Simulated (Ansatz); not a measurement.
Runs of Ansatz 0.2.0 on GaSb. The structure is tetragonal, space group I-4m2 (No. 119). The conventional cell has a = 5.507 Å, b = 5.507 Å, c = 3.181 Å, α = 90.00°, β = 90.00°, γ = 90.00°. Sb (site symmetry -4m2) is surrounded by 4 Ga at 2.87 Å and 2 Sb at 3.18 Å. Ga (site symmetry -4m2) is surrounded by 4 Sb at 2.87 Å and 2 Ga at 3.18 Å. Measurements of this composition are mostly on another form, of space group No. 216.

```tsv
level	pressure (GPa)	relaxed volume (Å³/atom)
BLYP	0.0	(b)
PBEsol	0.0	22.86
LDA	0.0	(a)
revPBE	0.0	24.69
RPBE	0.0	24.90
```

Alike in all rows: task relaxation of cell and atoms; potentials or basis all-electron LAPW, scalar-relativistic; no spin polarisation; cell relaxed; k mesh 10 × 10 × 10; smearing fermi-dirac 0.05 eV; basis error allowed 0.001 eV/atom.

Q: Estimate the missing entries.

A: (a) 22.28; (b) 26.87.

Runs at the PBE level aren't shown here.
